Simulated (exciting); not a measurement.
A run of exciting (release sodium):

input.xml

```xml
<input>
  <title>Sn</title>
  <structure speciespath="./" tshift="false">
    <crystal scale="1">
      <basevect>-3.834612241781 3.834612241781 3.138381539080</basevect>
      <basevect>3.834612241781 -3.834612241781 3.138381539080</basevect>
      <basevect>3.834612241781 3.834612241781 -3.138381539080</basevect>
    </crystal>
    <species speciesfile="Sn.xml" rmt="2.3">
      <atom coord="0.000000000000 0.000000000000 0.000000000000"/>
    </species>
  </structure>
  <groundstate do="fromscratch" ngridk="10 10 10" rgkmax="9" gmaxvr="14" lmaxapw="10" lmaxmat="10" lmaxvr="8" xctype="GGA_PBE" stype="Gaussian" swidth="0.00183747" nempty="8" ValenceRelativity="iora*" epsengy="1e-05" epspot="1e-05" maxscl="60" tforce="true" outputlevel="low"/>
</input>
```

Potentials or basis: all-electron LAPW+lo, shipped species files, valence relativity iora*.

Command:

```bash
$ OMP_NUM_THREADS=1 exciting_smp
```

Hardware: 1 thread of Arm Neoverse V1, on a shared host.

Q: How long does it take, and how much memory?

A: Wall time 69 s on 1 thread of Arm Neoverse V1 (shared host), peak memory 0.1 GiB. Counts: scf iterations 15.
